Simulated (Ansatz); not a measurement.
**Zr (P6_3/mmc), one atom moved over a plane**

Level of theory: DFT PBEsol, scalar-relativistic, plane waves, PAW (Ansatz 0.2.0). The runs took a 420 eV cutoff, a Γ-centred 18×18×10 mesh and Gaussian smearing (0.15 eV). No spin polarisation. Energies are free energies at this smearing, counted from the undisturbed cell; pressure is positive in compression.

The undisturbed cell (as given, not relaxed at this level; it stands at -3.3 GPa):

```
Zr
1.0
     3.23200    0.00000    0.00000
    -1.61600    2.79899    0.00000
     0.00000    0.00000    5.14700
Zr
2
Direct
  0.33333 0.66667 0.25000
  0.66667 0.33333 0.75000
```

Atom 1 (Zr) is moved by p along (0.000, 1.000, 0.000) and q along (0.000, 0.000, 1.000) (Å), all else fixed. Points are written (p, q).

Energy above the undisturbed cell in eV/cell (a dash: not computed):

```
 p \ q  -0.300  -0.150  0.000  0.150  0.300
-0.300    0.24    0.08   0.03   0.08   0.24
-0.150    0.22    0.05   0.01   0.05   0.22
 0.000    0.22    0.05   0.00   0.05   0.22
 0.150    0.22    0.05   0.01   0.05   0.22
 0.300    0.24    0.08   0.04   0.08   0.24
```

Pressure in GPa:

```
 p \ q  -0.300  -0.150  0.000  0.150  0.300
-0.300    -0.6    -2.9   -3.7   -2.9   -0.6
-0.150    -0.2    -2.6   -3.4   -2.6   -0.2
 0.000     0.0    -2.5   -3.3   -2.5    0.0
 0.150    -0.2    -2.6   -3.4   -2.6   -0.2
 0.300    -0.7    -3.0   -3.8   -3.0   -0.7
```